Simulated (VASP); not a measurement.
From an Ansatz input to VASP: SrO (strained rocksalt)

Ansatz input

```yaml
crystal:
  lattice:
    - [0.0, 2.6443896353, 2.6443896353]
    - [2.6443896353, 0.0, 2.6443896353]
    - [2.6443896353, 2.6443896353, 0.0]
  atoms:
    - { symbol: Sr, position: [0.0, 0.0, 0.0] }
    - { symbol: O, position: [0.5, 0.5, 0.5] }
kpoints:
  mp_grid: { grid: [8, 8, 8] }
  band_path:
    path:
      - [0.0, 0.0, 0.0]
      - [0.5, 0.0, 0.5]
      - [0.625, 0.25, 0.625]
      - [0.375, 0.375, 0.75]
      - [0.5, 0.5, 0.5]
      - [0.5, 0.25, 0.75]
      - [0.0, 0.5, 0.5]
    npoints: 1
hamiltonian:
  xc: pbe
scf:
  occupations: { method: fermi_dirac, width: 0.02 }
  n_extra_bands: 4
output:
  forces: true
  stress: true
  eigenvalues: true
```

**Question.** Which VASP files do the same job?

**Answer.** 

INCAR

```
LELF = .TRUE.
ISMEAR = -1
IBRION = -1
LCHARG = .TRUE.
EDIFF = 1E-7
NELM = 120
LREAL = .FALSE.
SIGMA = 0.02
NBANDS = 15
ISIF = 2
NSW = 0
GGA = PE
ENCUT = 520
LWAVE = .FALSE.
PREC = Accurate
LASPH = .TRUE.
```

KPOINTS

```
KPOINTS created by Atomic Simulation Environment
0
Gamma
8 8 8
0 0 0
```

KPOINTS_OPT

```
special points
7
Reciprocal
0.0000000000 0.0000000000 0.0000000000 1
0.5000000000 0.0000000000 0.5000000000 1
0.6250000000 0.2500000000 0.6250000000 1
0.3750000000 0.3750000000 0.7500000000 1
0.5000000000 0.5000000000 0.5000000000 1
0.5000000000 0.2500000000 0.7500000000 1
0.0000000000 0.5000000000 0.5000000000 1
```

POSCAR

```
Sr O
 1.0000000000000000
     0.0000000000000000    2.6443896353000000    2.6443896353000000
     2.6443896353000000    0.0000000000000000    2.6443896353000000
     2.6443896353000000    2.6443896353000000    0.0000000000000000
 Sr  O
   1   1
Cartesian
  0.0000000000000000  0.0000000000000000  0.0000000000000000
  2.6443896353000000  2.6443896353000000  2.6443896353000000
```

VASP ran with the recommended PBE PAW datasets (16 valence electrons in the cell). Other inputs would serve too.

|  | Ansatz | VASP |
| --- | --- | --- |
| gap between bands v and c | 3.34 eV | 3.30 eV |
| least direct gap | 3.43 eV | 3.41 eV |
| pressure | -4.0 GPa | -3.6 GPa |

Each program uses its own PAW datasets. VASP's cell holds 16 valence electrons and Ansatz's 16. Ansatz's stress includes a Pulay correction; VASP's doesn't.
